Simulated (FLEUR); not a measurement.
# 1 ML V on Au(001), 3 substrate layers: which magnetic order is lowest, part 3 of 3

Wanted: the moments of 1 ML V on Au(001), 3 substrate layers and the energy of each order that was tried.

FLEUR MaX-R8.1; PBE; all-electron FLAPW film, Dirac cores, scalar-relativistic bands.

So far, largest spin moment in the muffin-tin sphere (μB): step 2 (start 1: ferro +) 2.36; step 3 (order 2, typed as antiferro q=(1/2,1/2,0) +-) 2.10.

### 6. Spin–orbit coupling, moments along z

Level of this step: PBE; all-electron FLAPW film, Dirac cores, scalar-relativistic bands with spin-orbit coupling (FLEUR).

Spin–orbit coupling ties the spins to the lattice and lets orbital moments form.

A new self-consistent run of the start antiferro q=(1/2,1/2,0) +-, with the moments along z. The k list default-1 (kpts.xml, not shown) is a Γ-centred 12×6×1 mesh.

inp.xml reads:

```
<?xml version="1.0" encoding="UTF-8" standalone="no"?>
<fleurInput fleurInputVersion="0.39">
   <comment>
      VAu3
   </comment>
   <calculationSetup>
      <cutoffs Kmax="3.6" Gmax="10.8" GmaxXC="10.8" numbands="288"/>
      <scfLoop itmax="140" minDistance="0.00002" maxIterBroyd="15" imix="Anderson" alpha="0.03" precondParam="0.0" spinf="2.0" sdNocoIR="T"/>
      <coreElectrons ctail="T" frcor="F" kcrel="0" coretail_lmax="0"/>
      <xcFunctional name="pbe" relativisticCorrections="F"/>
      <magnetism jspins="2"/>
      <soc l_soc="T" theta="0.0" phi="0.0" spav="F"/>
      <expertModes spex="0" secvar="F"/>
      <geometryOptimization l_f="F" forcealpha="1.0" forcemix="BFGS" epsdisp="0.00001" epsforce="0.00001"/>
      <ldaU l_linMix="F" mixParam="0.05" spinf="1.0"/>
   </calculationSetup>
   <cell>
      <bzIntegration valenceElectrons="128.0" mode="hist" fermiSmearingEnergy="0.00183747">
         <kPointListSelection listName="default-1"/>
         <xi:include xmlns:xi="http://www.w3.org/2001/XInclude" href="kpts.xml"> </xi:include>
      </bzIntegration>
      <xi:include xmlns:xi="http://www.w3.org/2001/XInclude" href="sym.xml"> </xi:include>
      <filmLattice scale="1.0" dVac="16.92" dTilda="19.42">
         <bravaisMatrixFilm>
            <row-1>    5.4384900571394548     5.4384900571394548</row-1>
            <row-2>    0.0000000000000000    10.8769801142789095</row-2>
         </bravaisMatrixFilm>
         <vacuumEnergyParameters vacuum="1" spinUp="-.25" spinDown="-.25"/>
         <vacuumEnergyParameters vacuum="2" spinUp="-.25" spinDown="-.25"/>
      </filmLattice>
   </cell>
   <atomSpecies>
      <species name="Gold (Au)" element="Au" atomicNumber="79">
         <mtSphere radius="2.47" gridPoints="817" logIncrement="0.016"/>
         <atomicCutoffs lmax="10" lnonsphr="8"/>
         <electronConfig flipSpins="F">
            <coreConfig>(1s1/2) (2s1/2) (2p1/2) (2p3/2) (3s1/2) (3p1/2) (3p3/2) (4s1/2) (3d3/2) (3d5/2) (4p1/2) (4p3/2) (5s1/2) (4d3/2) (4d5/2) (4f5/2) (4f7/2)</coreConfig>
            <valenceConfig>(5p1/2) (5p3/2) (6s1/2) (5d3/2) (5d5/2)</valenceConfig>
            <stateOccupation state="(6s1/2)" spinUp="0.500000" spinDown="0.500000"/>
         </electronConfig>
         <energyParameters s="6" p="6" d="5" f="5"/>
         <lo type="SCLO" l="1" n="5" eDeriv="0"/>
      </species>
      <species name="Vanadium (2.501" element="V" atomicNumber="23">
         <mtSphere radius="2.47" gridPoints="817" logIncrement="0.015"/>
         <atomicCutoffs lmax="10" lnonsphr="8"/>
         <electronConfig flipSpins="F">
            <coreConfig>(1s1/2) (2s1/2) (2p1/2) (2p3/2)</coreConfig>
            <valenceConfig>(3s1/2) (3p1/2) (3p3/2) (4s1/2) (3d3/2) (3d5/2)</valenceConfig>
            <stateOccupation state="(3d3/2)" spinUp="0.9505" spinDown="0.2495"/>
            <stateOccupation state="(3d5/2)" spinUp="1.8" spinDown="0.0"/>
         </electronConfig>
         <energyParameters s="4" p="4" d="3" f="4"/>
         <lo type="SCLO" l="0" n="3" eDeriv="0"/>
         <lo type="SCLO" l="1" n="3" eDeriv="0"/>
      </species>
      <species name="Vanadium (-2.501" element="V" atomicNumber="23">
         <mtSphere radius="2.47" gridPoints="817" logIncrement="0.015"/>
         <atomicCutoffs lmax="10" lnonsphr="8"/>
         <electronConfig flipSpins="F">
            <coreConfig>(1s1/2) (2s1/2) (2p1/2) (2p3/2)</coreConfig>
            <valenceConfig>(3s1/2) (3p1/2) (3p3/2) (4s1/2) (3d3/2) (3d5/2)</valenceConfig>
            <stateOccupation state="(3d3/2)" spinUp="0.2495" spinDown="0.9505"/>
            <stateOccupation state="(3d5/2)" spinUp="0.0" spinDown="1.8"/>
         </electronConfig>
         <energyParameters s="4" p="4" d="3" f="4"/>
         <lo type="SCLO" l="0" n="3" eDeriv="0"/>
         <lo type="SCLO" l="1" n="3" eDeriv="0"/>
      </species>
   </atomSpecies>
   <atomGroups>
      <atomGroup species="Gold (Au)">
         <filmPos label="                   1">.0000000000 .0000000000 -5.5918231710</filmPos>
         <force calculate="T" relaxXYZ="TTT"/>
      </atomGroup>
      <atomGroup species="Gold (Au)">
         <filmPos label="                   2">.0000000000 1.000/2.000 -5.5918231710</filmPos>
         <force calculate="T" relaxXYZ="TTT"/>
      </atomGroup>
      <atomGroup species="Gold (Au)">
         <filmPos label="                   3">1.000/2.000 .0000000000 -1.7462057570</filmPos>
         <force calculate="T" relaxXYZ="TTT"/>
      </atomGroup>
      <atomGroup species="Gold (Au)">
         <filmPos label="                   4">1.000/2.000 1.000/2.000 -1.7462057570</filmPos>
         <force calculate="T" relaxXYZ="TTT"/>
      </atomGroup>
      <atomGroup species="Gold (Au)">
         <filmPos label="                   5">.0000000000 .0000000000 2.0993739333</filmPos>
         <force calculate="T" relaxXYZ="TTT"/>
      </atomGroup>
      <atomGroup species="Gold (Au)">
         <filmPos label="                   6">.0000000000 1.000/2.000 2.0993739333</filmPos>
         <force calculate="T" relaxXYZ="TTT"/>
      </atomGroup>
      <atomGroup species="Vanadium (2.501">
         <filmPos label="                   7">1.000/2.000 .0000000000 5.5918231710</filmPos>
         <force calculate="T" relaxXYZ="TTT"/>
      </atomGroup>
      <atomGroup species="Vanadium (-2.501">
         <filmPos label="                   8">1.000/2.000 1.000/2.000 5.5918231710</filmPos>
         <force calculate="T" relaxXYZ="TTT"/>
      </atomGroup>
   </atomGroups>
   <output dos="F" band="F" slice="F">
      <bandDOS minEnergy="-.5*Htr" maxEnergy="0.5*Htr" sigma="0.015" storeEVData="T"/>
      <plotting iplot="0" polar="F">
         <plot TwoD="T" vec1="  1.0  0.0  0.0" vec2="  0.0  1.0  0.0" vec3="  0.0  0.0  1.0" zero="  0.0  0.0 -0.5" file="plot"/>
      </plotting>
      <moessbauerParams electricFieldGradient="F" isomerShift="F" coreHyperfine="F" valenceHyperfine="F"/>
   </output>
</fleurInput>
```

crystal.txt reads:

```
VAu3
&input film=T cartesian=F /
2.87792500000  2.87792500000  0.00000000000
0.00000000000  5.75585000000  0.00000000000
0.00000000000  0.00000000000  1.00000000000
1.8897261246
1.0 1.0 1.0

8
79 0.00000000000  0.00000000000  -5.59182317100
79 0.00000000000  0.50000000000  -5.59182317100
79 0.50000000000  0.00000000000  -1.74620575703
79 0.50000000000  0.50000000000  -1.74620575703
79 0.00000000000  0.00000000000  2.09937393335
79 0.00000000000  0.50000000000  2.09937393335
23 0.50000000000  0.00000000000  5.59182317100 : 2.501
23 0.50000000000  0.50000000000  5.59182317100 : -2.501

&soc 0.0000000 0.0000000 /
&kpt div1=12 div2=6 div3=1 gamma=T /
```

The run is started by

```
$ OMP_NUM_THREADS=1 inpgen -f crystal.txt > inpgen.log  # inp.xml is then edited as shown
$ OMP_NUM_THREADS=1 mpirun -n 4 fleur_MPI > fleur.log
```

The log of the run:

```text
[banner, memory and clock lines left out]
Welcome to FLEUR        (www.flapw.de)
      MaX-Release 8.1          (www.max-centre.eu)

 ========== k-point set info ==========
 Selected k-point list: default-1
 k-point list type: mesh
 0 x 0 x 0
 Number of k points: 40

 [... set-up left out ...]
 Iteration:     1   Distance:      63.45839652 me/bohr^3
 Iteration:     2   Distance:      37.95361395 me/bohr^3
 Iteration:     3   Distance:      18.77168794 me/bohr^3
 Iteration:     4   Distance:      14.50303191 me/bohr^3
 Iteration:     5   Distance:      12.64624779 me/bohr^3
 Iteration:     6   Distance:      10.96197489 me/bohr^3
 Iteration:     7   Distance:       7.21100457 me/bohr^3
 Iteration:     8   Distance:       7.34772217 me/bohr^3
 Iteration:     9   Distance:       4.05368811 me/bohr^3
 Iteration:    10   Distance:       4.83424961 me/bohr^3
[... 35 iterations left out ...]
 Iteration:    46   Distance:       0.00022032 me/bohr^3
 Iteration:    47   Distance:       0.00018317 me/bohr^3
 Iteration:    48   Distance:       0.00025608 me/bohr^3
 Iteration:    49   Distance:       0.00025181 me/bohr^3
 Iteration:    50   Distance:       0.00009839 me/bohr^3
 Iteration:    51   Distance:       0.00008462 me/bohr^3
 Iteration:    52   Distance:       0.00005773 me/bohr^3
 Iteration:    53   Distance:       0.00006876 me/bohr^3
 Iteration:    54   Distance:       0.00002870 me/bohr^3
 Iteration:    55   Distance:       0.00001624 me/bohr^3

 ********************************************************************
 Run finished successfully
 Stop message:
   all done
 ********************************************************************

--- out.xml (last complete iteration) ---
<iteration numberForCurrentRun="   55" overallNumber="   55">
         [... left out ...]
         <bandgap value="0.0000000427" units="eV"/>
         <sumValenceSingleParticleEnergies value="-133.8256740150" units="Htr"/>
         <FermiEnergy value="-0.1655172365" units="Htr"/>
         [... left out ...]
         <coreStates atomType="     5" atomicNumber=" 79" spin="2" kinEnergy="  10852.7839758625" eigValSum="  -5869.1043615687" lostElectrons=" 0.000381">
            <state n="1" l="0" j="0.5" energy="-2964.2202934762" weight="1.0000000000"/>
            <state n="2" l="0" j="0.5" energy="-522.6746119500" weight="1.0000000000"/>
            <state n="2" l="1" j="0.5" energy="-501.1372049087" weight="1.0000000000"/>
            <state n="2" l="1" j="1.5" energy="-433.6667880997" weight="2.0000000000"/>
            <state n="3" l="0" j="0.5" energy="-123.4393807861" weight="1.0000000000"/>
            <state n="3" l="1" j="0.5" energy="-113.7743663460" weight="1.0000000000"/>
            <state n="3" l="1" j="1.5" energy="-98.8847675989" weight="2.0000000000"/>
            <state n="4" l="0" j="0.5" energy="-26.8807008360" weight="1.0000000000"/>
            <state n="3" l="2" j="1.5" energy="-82.8751163812" weight="2.0000000000"/>
            <state n="3" l="2" j="2.5" energy="-79.6756289393" weight="3.0000000000"/>
            <state n="4" l="1" j="0.5" energy="-22.7608539567" weight="1.0000000000"/>
            <state n="4" l="1" j="1.5" energy="-19.1901210756" weight="2.0000000000"/>
            <state n="5" l="0" j="0.5" energy="-4.0706863862" weight="1.0000000000"/>
            <state n="4" l="2" j="1.5" energy="-12.4594023490" weight="2.0000000000"/>
            <state n="4" l="2" j="2.5" energy="-11.7944754053" weight="3.0000000000"/>
            <state n="4" l="3" j="2.5" energy="-3.1634992871" weight="3.0000000000"/>
[... rest left out ...]
```

The job ended after 73 min (4 MPI ranks of Arm Neoverse V1, shared host; peak memory 2 GiB; 4.9 h of CPU time).

Spin moment in the muffin-tin sphere by atom:

```
atom  spin moment in the muffin-tin sphere (μB)
 Au1                                       0.00
 Au2                                       0.00
 Au3                                      -0.02
 Au4                                       0.02
 Au5                                       0.00
 Au6                                       0.00
  V7                                       2.09
  V8                                      -2.09
```

Numbers from this step:

| Quantity | Value |
| --- | --- |
| free energy | -3161589.8415 eV |
| program's band gap on this mesh (in a metal only a level spacing) | 4.27e-8 eV |
| magnetization | 0 μB |
| final state | antiferromagnetic |
| orbital moment along the spin | -0.02362 μB |

Orbital moment in the sphere, along the spin axis by atom:

| atom | orbital moment in the sphere, along the spin axis (μB) |
| --- | --- |
| Au1 | 0.0000 |
| Au2 | 0.0000 |
| Au3 | -0.0039 |
| Au4 | 0.0039 |
| Au5 | 0.0000 |
| Au6 | 0.0000 |
| V7 | -0.0236 |
| V8 | 0.0236 |

### 7. Outcome

| Quantity | Value |
| --- | --- |
| lowest state found | antiferromagnetic (typed antiferro q=(1/2,1/2,0) +-) |
| largest site spin moment | 2.10 μB |
| next finished state | ferromagnetic, 61.3 meV a seeded atom higher |
| energy gained by spin polarisation | 188 meV a seeded atom |
| orbital moment on the atom of largest spin, along its spin (spin–orbit run) | -0.0236 μB |

The lowest state found is antiferromagnetic, reached from the start antiferro q=(1/2,1/2,0) +-, with moments up to 2.10 μB. The next finished state costs 61 meV a seeded atom. On the atom of largest spin the orbital moment is almost quenched. This is the lowest of 3 finished starts, no proof of the ground state. A substrate of 3 unrelaxed layers is a model; thickness and relaxation can move these numbers.

[Logs and program files are shortened in this print: banners, set-up blocks, solver, clock and traceback lines can be left out without a mark of their own.]

[Logs are printed without paths, hosts, clocks, repeated set-up lines and the standing remarks that a program may print on its own settings, such as how far it seeks lower states.]

[Hosts, paths, dates, database ids (printed as entryN), source tags and the programs' standing remarks are cut or masked in the printed files.]

[Where a cell is said to come from a database of computed structures, the database is the Materials Project.]
